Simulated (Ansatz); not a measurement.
# Li2O: the cost of one run

Method: DFT LDA, plane waves, PAW, scalar-relativistic, no spin polarisation, in Ansatz 0.2.0.

## Step 1: The structure to begin with

The cell holds 24 atoms (Li16O8): a = 6.599 Å, b = 6.599 Å, c = 6.599 Å, α = 60.00°, β = 60.00°, γ = 60.00°.

As a file:

```xyz
24
Lattice="0.0000 4.6662 4.6662 4.6662 0.0000 4.6662 4.6662 4.6662 0.0000" Properties=species:S:1:pos:R:3 pbc="T T T"
Li    1.1665    1.1665    1.1665
Li    3.4996    3.4996    3.4996
O     0.0000    0.0000    0.0000
Li    3.4996    3.4996    1.1665
Li    5.8327    5.8327    3.4996
O     2.3331    2.3331    0.0000
Li    3.4996    1.1665    3.4996
Li    5.8327    3.4996    5.8327
O     2.3331    0.0000    2.3331
Li    5.8327    3.4996    3.4996
Li    8.1658    5.8327    5.8327
O     4.6662    2.3331    2.3331
Li    1.1665    3.4996    3.4996
Li    3.4996    5.8327    5.8327
O     0.0000    2.3331    2.3331
Li    3.4996    5.8327    3.4996
Li    5.8327    8.1658    5.8327
O     2.3331    4.6662    2.3331
Li    3.4996    3.4996    5.8327
Li    5.8327    5.8327    8.1658
O     2.3331    2.3331    4.6662
Li    5.8327    5.8327    5.8327
Li    8.1658    8.1658    8.1658
O     4.6662    4.6662    4.6662
```

## Step 2: Run 1

270 steps of 1 fs under a Nosé-Hoover thermostat at 1200 K.

File input.yaml:

```yaml
accuracy: low
crystal:
  lattice:
    - [0.0, 4.6662, 4.6662]
    - [4.6662, 0.0, 4.6662]
    - [4.6662, 4.6662, 0.0]
  atoms:
    - { symbol: Li, position: [0.125, 0.125, 0.125] }
    - { symbol: Li, position: [0.375, 0.375, 0.375] }
    - { symbol: O, position: [0.0, 0.0, 0.0] }
    - { symbol: Li, position: [0.125, 0.125, 0.625] }
    - { symbol: Li, position: [0.375, 0.375, 0.875] }
    - { symbol: O, position: [0.0, 0.0, 0.5] }
    - { symbol: Li, position: [0.125, 0.625, 0.125] }
    - { symbol: Li, position: [0.375, 0.875, 0.375] }
    - { symbol: O, position: [0.0, 0.5, 0.0] }
    - { symbol: Li, position: [0.125, 0.625, 0.625] }
    - { symbol: Li, position: [0.375, 0.875, 0.875] }
    - { symbol: O, position: [0.0, 0.5, 0.5] }
    - { symbol: Li, position: [0.625, 0.125, 0.125] }
    - { symbol: Li, position: [0.875, 0.375, 0.375] }
    - { symbol: O, position: [0.5, 0.0, 0.0] }
    - { symbol: Li, position: [0.625, 0.125, 0.625] }
    - { symbol: Li, position: [0.875, 0.375, 0.875] }
    - { symbol: O, position: [0.5, 0.0, 0.5] }
    - { symbol: Li, position: [0.625, 0.625, 0.125] }
    - { symbol: Li, position: [0.875, 0.875, 0.375] }
    - { symbol: O, position: [0.5, 0.5, 0.0] }
    - { symbol: Li, position: [0.625, 0.625, 0.625] }
    - { symbol: Li, position: [0.875, 0.875, 0.875] }
    - { symbol: O, position: [0.5, 0.5, 0.5] }
basis:
  ecutwfc: 420.0
kpoints:
  mp_grid: { grid: [2, 2, 2] }
hamiltonian:
  xc: lda
scf:
  occupations: { method: fermi_dirac, width: 0.05 }
  lower_state_search: "off"
md:
  timestep: 1
  n_steps: 270
  ensemble: nvt_nose_hoover
  temperature: 1200.0
  initial_velocities: maxwell_boltzmann
  seed: 475431
  nose_hoover: { tau: 100.0, chain_length: 3 }
```

Launch:

```sh
ansatz run input.yaml --threads 1 --pin off --max-ram 3072MiB --backend cpu --events-out ev --progress --plain --runs-dir out
```

What time and memory should one allow on 1 thread of Arm Neoverse V1, shared host?

About 14 min, with a peak of 0.49 GiB.
